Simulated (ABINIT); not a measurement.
KCl:

```
CELL_PARAMETERS angstrom
3.83920 0.00000 0.00000
0.00000 3.83920 0.00000
0.00000 0.00000 3.83920
ATOMIC_POSITIONS crystal
K 0.00000 0.00000 0.00000
Cl 0.50000 0.50000 0.50000
```

Measurements of this composition are mostly on another form, of space group No. 225.

Base run:

* Program: ABINIT 10.8.3 (patched build)
* Functional: PBEsol
* Potentials or basis: SPMS NC PBE v1.0
* Cutoff: 490 eV
* k mesh: 6 × 6 × 6
* Occupations: fixed
* Spin: no spin polarisation

Its results: band gap on the k mesh 4.62 eV, indirect (least direct gap 4.83 eV); pressure -1.6 GPa.

Q: The run is repeated on the same cell with these changes: functional from PBEsol to HSE06. What comes out?

A: Band gap on the k mesh 6.05 eV, indirect (least direct gap 6.27 eV); pressure -0.7 GPa.

HSE06 gives the wider gap, since exact exchange removes part of the self-interaction.

Caveats: the potentials were made for another functional, which shifts forces and pressure; Libxc's HSE differs a little from that of other programs (some runs).

A k mesh can miss the band edges.
